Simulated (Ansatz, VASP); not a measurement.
**Two plane-wave programs on Ta**

```
Ta
1.0
    -1.47694    1.65948    1.47279
     1.47694   -1.65948    1.47279
     1.47694    1.65948   -1.47279
Ta
1
Direct
  0.00000 0.00000 0.00000
```

Change from the starting cell: normal strain along x -0.1100, normal strain along z -0.1125.

Alike in both runs: task single point; functional PBE; k mesh 18 × 18 × 18; occupations gaussian, width 0.15 eV; no spin polarisation.

|  | VASP | Ansatz |
| --- | --- | --- |
| version | VASP 6.6.1 | Ansatz 0.2.0 |
| potentials or method | VASP PAW PBE potentials, release 64 (Ta_pv) | scalar-relativistic, plane waves, PAW |
| plane-wave cutoff (eV) | 520 | 420 |
| valence electrons in the cell | 11 | 13 |

|  | VASP | Ansatz | Ansatz less VASP |
| --- | --- | --- | --- |
| gap on the k mesh at the Fermi level (eV) | none | none | - |
| pressure (GPa) | 73.7 | 72.8 | -0.96 |
| largest component of the traceless stress (GPa) | 15.80 | 15.76 | -0.038 |

A gap of «none» marks a metal or a gap that the smearing closes. With one functional, cell and mesh, what is left measures potentials, basis and numerics. The two sets of potentials don't hold the same shells in valence.

Caveats: the cell as given lies far from equilibrium; so large a pressure means that the cell lies far from this level's equilibrium, or that cutoff or potentials fall short (VASP). Spin-orbit coupling is left out, which matters for the levels of Ta.
